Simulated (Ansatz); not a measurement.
# Converging the field response of a AgCl (001) film, part 2 of 3

Which settings does the induced dipole of a AgCl (001) film need, and which can be cut?

Ansatz 0.2.0; plane-wave DFT, PBE, Ansatz PAW (the session's first sound run).

So far, equivalent conductor thickness p/(ε₀AE) (Å): step 2 (run, setting first choice) 11.2; step 6 (run, box 29.1 Å (run 2)) 12.1; step 7 (single point, box 29.1 Å (run 3)) 11.4; step 8 (single point, box 29.1 Å (run 4)) 11.2; step 9 (run, box 29.1 Å (run 3)) 11.2.

## (10) Single point, box 21.1 Å

The cell differs from the one that the last finished run ended in (c 29.100 → 21.100 Å).

input.yaml reads:

```yaml
crystal:
  lattice:
    - [3.92444264, 0.0, 0.0]
    - [0.0, 3.92444264, 0.0]
    - [0.0, 0.0, 21.1]
  atoms:
    - { symbol: Ag, position: [0.5, 0.5, 0.2369668246] }
    - { symbol: Cl, position: [0.0, 0.0, 0.2369668246] }
    - { symbol: Ag, position: [0.0, 0.0, 0.3684834123] }
    - { symbol: Cl, position: [0.5, 0.5, 0.3684834123] }
    - { symbol: Ag, position: [0.5, 0.5, 0.5] }
    - { symbol: Cl, position: [0.0, 0.0, 0.5] }
    - { symbol: Ag, position: [0.0, 0.0, 0.6315165877] }
    - { symbol: Cl, position: [0.5, 0.5, 0.6315165877] }
    - { symbol: Ag, position: [0.5, 0.5, 0.7630331754] }
    - { symbol: Cl, position: [0.0, 0.0, 0.7630331754] }
kpoints:
  mp_grid: { grid: [8, 8, 1] }
hamiltonian:
  xc: pbe
scf:
  occupations: { method: fixed }
  convergence: { dr2_threshold: 1.0e-10 }
efield:
  axis: 3
  dipole_correction: true
  ramp_position: 0.97
  ramp_width: 0.06
  amplitude: 0.1
output:
  write_potential: true
  write_density: true
  volumetric_format: npy
```

Run with:

```bash
ansatz run input.yaml --threads 4 --pin off --max-ram 6144MiB --backend cpu --events-out ev --progress --plain --runs-dir out
```

Numbers of over 12 decimals in the logs are rounded to 6 here.

Log:

```text
[...]
Crystal: 10 atoms, lattice volume = 324.966 Å³
Basis set: ecut = 420 eV, 6407 PW (Γ)
Bands: 78, of which v1, the nominal top of the filled ones, is band 65 counted from 1 (64 counted from 0)
Symmetry: 8 space group operations
k-points: 15 of 64
[...]
k-point 0: bands = [... 61 lower, 1.7825, 1.9254, 2.1102, 2.2041, 4.5093, 4.9882, 5.8558, 6.3430, ... 9 higher]
  k-point 1: bands = [... 61 lower, 2.0852, 2.1280, 2.4686, 2.5375, 4.9763, 5.3551, 6.1180, 6.6337, ... 9 higher]
  k-point 2: bands = [... 61 lower, 2.7279, 2.7967, 2.8825, 2.9662, 5.9968, 6.2461, 6.7345, 7.3883, ... 9 higher]
  k-point 14: bands = [... 61 lower, 1.7443, 1.9881, 2.2069, 2.3372, 5.7301, 6.0426, 6.3399, 7.0170, ... 9 higher]
[key lines of the parts left out:]
SCF converged after 13 iterations
Free energy (F): -43354.240331 eV
Fermi energy:    3.600417 eV
Dipole field:    D = 0.053161 V/Å  (p = 0.095471 e·Å, saw-weighted, corrected)
```

It took 6.6 s on 4 threads of Intel Xeon 6975P-C (Granite Rapids), shared host; peak memory 1 GiB.

The dipole corresponds to a conductor 11.217 Å thick, -0.04 % from the first choice, at 0.71 times its CPU time.

## (11) Run, box 25.1 Å

The cell differs from the one that the last finished run ended in (c 21.100 → 25.100 Å).

input.yaml, the sections that differ from step 10:

```yaml
crystal:
  lattice:
    - [3.92444264, 0.0, 0.0]
    - [0.0, 3.92444264, 0.0]
    - [0.0, 0.0, 25.1]
  atoms:
    - { symbol: Ag, position: [0.5, 0.5, 0.2788844622] }
    - { symbol: Cl, position: [0.0, 0.0, 0.2788844622] }
    - { symbol: Ag, position: [0.0, 0.0, 0.3894422311] }
    - { symbol: Cl, position: [0.5, 0.5, 0.3894422311] }
    - { symbol: Ag, position: [0.5, 0.5, 0.5] }
    - { symbol: Cl, position: [0.0, 0.0, 0.5] }
    - { symbol: Ag, position: [0.0, 0.0, 0.6105577689] }
    - { symbol: Cl, position: [0.5, 0.5, 0.6105577689] }
    - { symbol: Ag, position: [0.5, 0.5, 0.7211155378] }
    - { symbol: Cl, position: [0.0, 0.0, 0.7211155378] }
# kpoints, hamiltonian, scf, efield, output: as in step 10
```

Log:

```text
[...]
Crystal: 10 atoms, lattice volume = 386.571 Å³
Basis set: ecut = 420 eV, 7627 PW (Γ)
Bands: 78, of which v1, the nominal top of the filled ones, is band 65 counted from 1 (64 counted from 0)
Symmetry: 8 space group operations
k-points: 15 of 64
[...]
k-point 0: bands = [... 61 lower, 0.3873, 0.5302, 0.7150, 0.8090, 3.1152, 3.5900, 4.4628, 4.9503, ... 9 higher]
  k-point 1: bands = [... 61 lower, 0.6900, 0.7328, 1.0734, 1.1423, 3.5823, 3.9566, 4.7259, 5.2407, ... 9 higher]
  k-point 2: bands = [... 61 lower, 1.3327, 1.4015, 1.4873, 1.5710, 4.6026, 4.8472, 5.3444, 5.9944, ... 9 higher]
  k-point 14: bands = [... 61 lower, 0.3491, 0.5929, 0.8118, 0.9420, 4.3348, 4.6471, 4.9447, 5.6219, ... 9 higher]
[key lines of the parts left out:]
SCF converged after 13 iterations
Free energy (F): -43354.240204 eV
Fermi energy:    2.205211 eV
Dipole field:    D = 0.044708 V/Å  (p = 0.095512 e·Å, saw-weighted, corrected)
```

Run time: 8.7 s. Hardware: 4 threads; peak memory 1.1 GiB.

The dipole corresponds to a conductor 11.222 Å thick, +0.00 % from the first choice, at 0.92 times its CPU time.

## (12) Run, box 37.1 Å

The cell differs from the one that the last finished run ended in (c 25.100 → 37.100 Å).

input.yaml, the sections that differ from step 11:

```yaml
crystal:
  lattice:
    - [3.92444264, 0.0, 0.0]
    - [0.0, 3.92444264, 0.0]
    - [0.0, 0.0, 37.1]
  atoms:
    - { symbol: Ag, position: [0.5, 0.5, 0.3504043127] }
    - { symbol: Cl, position: [0.0, 0.0, 0.3504043127] }
    - { symbol: Ag, position: [0.0, 0.0, 0.4252021563] }
    - { symbol: Cl, position: [0.5, 0.5, 0.4252021563] }
    - { symbol: Ag, position: [0.5, 0.5, 0.5] }
    - { symbol: Cl, position: [0.0, 0.0, 0.5] }
    - { symbol: Ag, position: [0.0, 0.0, 0.5747978437] }
    - { symbol: Cl, position: [0.5, 0.5, 0.5747978437] }
    - { symbol: Ag, position: [0.5, 0.5, 0.6495956873] }
    - { symbol: Cl, position: [0.0, 0.0, 0.6495956873] }
# kpoints, hamiltonian, scf, efield, output: as in step 11
```

Log:

```text
[...]
Crystal: 10 atoms, lattice volume = 571.386 Å³
Basis set: ecut = 420 eV, 11299 PW (Γ)
Bands: 78, of which v1, the nominal top of the filled ones, is band 65 counted from 1 (64 counted from 0)
Symmetry: 8 space group operations
k-points: 15 of 64
[...]
k-point 0: bands = [... 61 lower, -1.9934, -1.8505, -1.6657, -1.5717, 0.7345, 1.2093, 2.0822, 2.5696, ... 9 higher]
  k-point 1: bands = [... 61 lower, -1.6907, -1.6479, -1.3073, -1.2384, 1.2016, 1.5759, 2.3453, 2.8601, ... 9 higher]
  k-point 2: bands = [... 61 lower, -1.0480, -0.9792, -0.8934, -0.8097, 2.2220, 2.4665, 2.9639, 3.6137, ... 9 higher]
  k-point 14: bands = [... 61 lower, -2.0315, -1.7877, -1.5690, -1.4387, 1.9542, 2.2665, 2.5640, 3.2413, ... 9 higher]
[key lines of the parts left out:]
SCF converged after 12 iterations
Free energy (F): -43354.240300 eV
Fermi energy:    -0.175464 eV
Dipole field:    D = 0.030247 V/Å  (p = 0.095510 e·Å, saw-weighted, corrected)
```

It took 12 s on 4 threads; peak memory 1.5 GiB.

The dipole corresponds to a conductor 11.222 Å thick, +0.00 % from the first choice, at 1.3 times its CPU time.

## (13) Run, box 29.1 Å (run 4)

input.yaml, the sections that differ from step 12:

```yaml
crystal:
  lattice:
    - [3.92444264, 0.0, 0.0]
    - [0.0, 3.92444264, 0.0]
    - [0.0, 0.0, 29.1]
  atoms:
    - { symbol: Ag, position: [0.5, 0.5, 0.3092783505] }
    - { symbol: Cl, position: [0.0, 0.0, 0.3092783505] }
    - { symbol: Ag, position: [0.0, 0.0, 0.4046391753] }
    - { symbol: Cl, position: [0.5, 0.5, 0.4046391753] }
    - { symbol: Ag, position: [0.5, 0.5, 0.5] }
    - { symbol: Cl, position: [0.0, 0.0, 0.5] }
    - { symbol: Ag, position: [0.0, 0.0, 0.5953608247] }
    - { symbol: Cl, position: [0.5, 0.5, 0.5953608247] }
    - { symbol: Ag, position: [0.5, 0.5, 0.6907216495] }
    - { symbol: Cl, position: [0.0, 0.0, 0.6907216495] }
efield:
  axis: 3
  dipole_correction: true
  ramp_position: 0.97
  ramp_width: 0.06
  amplitude: 0.005
# kpoints, hamiltonian, scf, output: as in step 12
```

Log:

```text
[...]
Crystal: 10 atoms, lattice volume = 448.176 Å³
Basis set: ecut = 420 eV, 8825 PW (Γ)
Bands: 78, of which v1, the nominal top of the filled ones, is band 65 counted from 1 (64 counted from 0)
Symmetry: 8 space group operations
k-points: 15 of 64
[...]
k-point 0: bands = [... 61 lower, -0.6454, -0.4722, -0.3008, -0.2166, 2.1242, 2.5644, 3.4513, 3.9403, ... 9 higher]
  k-point 1: bands = [... 61 lower, -0.3528, -0.2732, 0.0594, 0.1203, 2.5985, 2.9248, 3.7135, 4.2320, ... 9 higher]
  k-point 2: bands = [... 61 lower, 0.3326, 0.3553, 0.4734, 0.5522, 3.6483, 3.7894, 4.3294, 4.9957, ... 9 higher]
  k-point 14: bands = [... 61 lower, -0.7048, -0.4100, -0.2042, -0.0794, 3.3617, 3.6013, 3.9368, 4.6074, ... 9 higher]
[key lines of the parts left out:]
SCF converged after 12 iterations
Free energy (F): -43354.235596 eV
Fermi energy:    1.154738 eV
Dipole field:    D = 0.001928 V/Å  (p = 0.004775 e·Å, saw-weighted, corrected)
```

The job ended after 9.1 s (4 threads; peak memory 1.3 GiB; 35 s of CPU time).

The dipole corresponds to a conductor 11.221 Å thick, -0.01 % from the first choice, at 0.98 times its CPU time.

## (14) Run, box 29.1 Å (run 5)

Changes to input.yaml since step 13:

```diff
@@ -28,3 +28,3 @@
   ramp_width: 0.06
-  amplitude: 0.005
+  amplitude: 0.03
 output:
```

Log:

```text
[...]
Crystal: 10 atoms, lattice volume = 448.176 Å³
Basis set: ecut = 420 eV, 8825 PW (Γ)
Bands: 78, of which v1, the nominal top of the filled ones, is band 65 counted from 1 (64 counted from 0)
Symmetry: 8 space group operations
k-points: 15 of 64
[...]
k-point 0: bands = [... 61 lower, -0.6432, -0.4731, -0.3005, -0.2154, 2.1223, 2.5657, 3.4513, 3.9402, ... 9 higher]
  k-point 1: bands = [... 61 lower, -0.3474, -0.2737, 0.0596, 0.1212, 2.5959, 2.9267, 3.7135, 4.2317, ... 9 higher]
  k-point 2: bands = [... 61 lower, 0.3296, 0.3602, 0.4736, 0.5528, 3.6418, 3.7949, 4.3297, 4.9943, ... 9 higher]
  k-point 14: bands = [... 61 lower, -0.6982, -0.4108, -0.2038, -0.0785, 3.3578, 3.6047, 3.9365, 4.6077, ... 9 higher]
[key lines of the parts left out:]
SCF converged after 12 iterations
Free energy (F): -43354.236014 eV
Fermi energy:    1.160854 eV
Dipole field:    D = 0.011568 V/Å  (p = 0.028651 e·Å, saw-weighted, corrected)
```

The job ended after 8.7 s (4 threads; peak memory 1.3 GiB; 34 s of CPU time).

The dipole corresponds to a conductor 11.221 Å thick, -0.01 % from the first choice, at 0.95 times its CPU time.

## (15) Run, box 29.1 Å (run 6)

Changes to input.yaml since step 14:

```diff
@@ -28,3 +28,3 @@
   ramp_width: 0.06
-  amplitude: 0.03
+  amplitude: 0.3
 output:
```

Log:

```text
[...]
Crystal: 10 atoms, lattice volume = 448.176 Å³
Basis set: ecut = 420 eV, 8825 PW (Γ)
Bands: 78, of which v1, the nominal top of the filled ones, is band 65 counted from 1 (64 counted from 0)
Symmetry: 8 space group operations
k-points: 15 of 64
[...]
k-point 0: bands = [... 61 lower, -0.5247, -0.5247, -0.2602, -0.1182, 1.9701, 2.6550, 3.4506, 3.9271, ... 9 higher]
  k-point 1: bands = [... 61 lower, -0.2745, -0.2004, 0.0893, 0.1966, 2.4100, 3.0393, 3.7220, 4.2098, ... 9 higher]
  k-point 2: bands = [... 61 lower, 0.4145, 0.4971, 0.5158, 0.6093, 3.3692, 3.9566, 4.3672, 4.9371, ... 9 higher]
  k-point 14: bands = [... 61 lower, -0.5512, -0.4756, -0.1641, -0.0052, 3.1413, 3.7812, 3.9036, 4.6346, ... 9 higher]
[key lines of the parts left out:]
SCF converged after 13 iterations
Free energy (F): -43354.278573 eV
Fermi energy:    1.314664 eV
Dipole field:    D = 0.115743 V/Å  (p = 0.286670 e·Å, saw-weighted, corrected)
```

It took 9.7 s on 4 threads; peak memory 1.3 GiB; 37 s of CPU time.

The dipole corresponds to a conductor 11.227 Å thick, +0.05 % from the first choice, at 1.0 times its CPU time.

## (16) Single point, box 29.1 Å (run 5)

Changes to input.yaml since step 15:

```diff
@@ -22,3 +22,3 @@
   occupations: { method: fixed }
-  convergence: { dr2_threshold: 1.0e-10 }
+  convergence: { dr2_threshold: 0.0001 }
 efield:
@@ -28,3 +28,3 @@
   ramp_width: 0.06
-  amplitude: 0.3
+  amplitude: 0.1
 output:
```

Log:

```text
[...]
Crystal: 10 atoms, lattice volume = 448.176 Å³
Basis set: ecut = 420 eV, 8825 PW (Γ)
Bands: 78, of which v1, the nominal top of the filled ones, is band 65 counted from 1 (64 counted from 0)
Symmetry: 8 space group operations
k-points: 15 of 64
[...]
k-point 0: bands = [... 61 lower, -0.6260, -0.4831, -0.2985, -0.2044, 2.1018, 2.5765, 3.4495, 3.9371, ... 9 higher]
  k-point 1: bands = [... 61 lower, -0.3234, -0.2805, 0.0599, 0.1289, 2.5689, 2.9431, 3.7127, 4.2276, ... 9 higher]
  k-point 2: bands = [... 61 lower, 0.3193, 0.3881, 0.4738, 0.5576, 3.5893, 3.8337, 4.3312, 4.9812, ... 9 higher]
  k-point 14: bands = [... 61 lower, -0.6643, -0.4204, -0.2017, -0.0713, 3.3215, 3.6336, 3.9315, 4.6087, ... 9 higher]
[key lines of the parts left out:]
SCF converged after 7 iterations
Free energy (F): -43354.240359 eV
Fermi energy:    1.191895 eV
Dipole field:    D = 0.038547 V/Å  (p = 0.095473 e·Å, saw-weighted, corrected)
```

Wall time 7.6 s (4 threads); peak memory 1.3 GiB; 30 s of CPU time.

The dipole corresponds to a conductor 11.217 Å thick, -0.04 % from the first choice, at 0.83 times its CPU time.

## (17) Single point, box 29.1 Å (run 6)

Changes to input.yaml since step 16:

```diff
@@ -22,3 +22,3 @@
   occupations: { method: fixed }
-  convergence: { dr2_threshold: 0.0001 }
+  convergence: { dr2_threshold: 1.0e-06 }
 efield:
```

Log:

```text
[...]
Crystal: 10 atoms, lattice volume = 448.176 Å³
Basis set: ecut = 420 eV, 8825 PW (Γ)
Bands: 78, of which v1, the nominal top of the filled ones, is band 65 counted from 1 (64 counted from 0)
Symmetry: 8 space group operations
k-points: 15 of 64
[...]
k-point 0: bands = [... 61 lower, -0.6246, -0.4817, -0.2970, -0.2030, 2.1032, 2.5779, 3.4509, 3.9384, ... 9 higher]
  k-point 1: bands = [... 61 lower, -0.3220, -0.2791, 0.0613, 0.1303, 2.5702, 2.9444, 3.7140, 4.2288, ... 9 higher]
  k-point 2: bands = [... 61 lower, 0.3207, 0.3894, 0.4752, 0.5590, 3.5905, 3.8350, 4.3325, 4.9825, ... 9 higher]
  k-point 14: bands = [... 61 lower, -0.6629, -0.4190, -0.2003, -0.0699, 3.3228, 3.6350, 3.9328, 4.6099, ... 9 higher]
[key lines of the parts left out:]
SCF converged after 8 iterations
Free energy (F): -43354.240360 eV
Fermi energy:    1.193227 eV
Dipole field:    D = 0.038548 V/Å  (p = 0.095474 e·Å, saw-weighted, corrected)
```

The job ended after 8 s (4 threads; peak memory 1.3 GiB).

The dipole corresponds to a conductor 11.217 Å thick, -0.04 % from the first choice, at 0.86 times its CPU time.

## (18) Run, box 29.1 Å (run 7)

Changes to input.yaml since step 17:

```diff
@@ -22,3 +22,3 @@
   occupations: { method: fixed }
-  convergence: { dr2_threshold: 1.0e-06 }
+  convergence: { dr2_threshold: 1.0e-08 }
 efield:
```

Log:

```text
[...]
Crystal: 10 atoms, lattice volume = 448.176 Å³
Basis set: ecut = 420 eV, 8825 PW (Γ)
Bands: 78, of which v1, the nominal top of the filled ones, is band 65 counted from 1 (64 counted from 0)
Symmetry: 8 space group operations
k-points: 15 of 64
[...]
k-point 0: bands = [... 61 lower, -0.6244, -0.4815, -0.2967, -0.2028, 2.1035, 2.5782, 3.4512, 3.9387, ... 9 higher]
  k-point 1: bands = [... 61 lower, -0.3217, -0.2789, 0.0616, 0.1305, 2.5706, 2.9448, 3.7143, 4.2291, ... 9 higher]
  k-point 2: bands = [... 61 lower, 0.3210, 0.3897, 0.4756, 0.5592, 3.5909, 3.8354, 4.3328, 4.9827, ... 9 higher]
  k-point 14: bands = [... 61 lower, -0.6626, -0.4188, -0.2000, -0.0697, 3.3232, 3.6354, 3.9330, 4.6103, ... 9 higher]
[key lines of the parts left out:]
SCF converged after 10 iterations
Free energy (F): -43354.240360 eV
Fermi energy:    1.193505 eV
Dipole field:    D = 0.038563 V/Å  (p = 0.095511 e·Å, saw-weighted, corrected)
```

It took 8.2 s on 4 threads; peak memory 1.3 GiB; 32 s of CPU time.

The dipole corresponds to a conductor 11.222 Å thick, +0.00 % from the first choice, at 0.89 times its CPU time.

## (19) Run, box 29.1 Å (run 8)

This step: plane-wave DFT, LDA, Ansatz PAW (Ansatz 0.2.0).

Changes to input.yaml since step 18:

```diff
@@ -19,6 +19,6 @@
 hamiltonian:
-  xc: pbe
+  xc: lda
 scf:
   occupations: { method: fixed }
-  convergence: { dr2_threshold: 1.0e-08 }
+  convergence: { dr2_threshold: 1.0e-10 }
 efield:
```

Log:

```text
[...]
Crystal: 10 atoms, lattice volume = 448.176 Å³
Basis set: ecut = 420 eV, 8825 PW (Γ)
Bands: 78, of which v1, the nominal top of the filled ones, is band 65 counted from 1 (64 counted from 0)
Symmetry: 8 space group operations
k-points: 15 of 64
[...]
k-point 0: bands = [... 61 lower, -0.9739, -0.8487, -0.6829, -0.5874, 1.5224, 2.0317, 2.9092, 3.3812, ... 9 higher]
  k-point 1: bands = [... 61 lower, -0.6582, -0.6312, -0.2859, -0.2211, 2.0164, 2.4058, 3.1812, 3.6685, ... 9 higher]
  k-point 2: bands = [... 61 lower, -0.0049, 0.0625, 0.1484, 0.2287, 3.0725, 3.3074, 3.8076, 4.4252, ... 9 higher]
  k-point 14: bands = [... 61 lower, -1.0329, -0.7744, -0.5737, -0.4395, 2.7370, 3.0568, 3.3488, 4.0614, ... 9 higher]
[key lines of the parts left out:]
SCF converged after 12 iterations
Free energy (F): -42513.494260 eV
Fermi energy:    0.880175 eV
Dipole field:    D = 0.039119 V/Å  (p = 0.096888 e·Å, saw-weighted, corrected)
```

It took 8.9 s on 4 threads; peak memory 1.3 GiB; 34 s of CPU time.

The dipole corresponds to a conductor 11.384 Å thick, +1.44 % from the first choice, at 0.96 times its CPU time.

(Continued in part 3 of 3.)

[Logs are printed without paths, hosts, clocks, repeated set-up lines and the standing remarks that a program may print on its own settings, such as how far it seeks lower states.]

[Hosts, paths, dates, database ids (printed as entryN), source tags and the programs' standing remarks are cut or masked in the printed files.]

[Maps of the electrostatic potential energy from Ansatz leave out the sawtooth potential of an applied field or a dipole correction, so their vacuum need not be flat; planar profiles and work functions include it.]
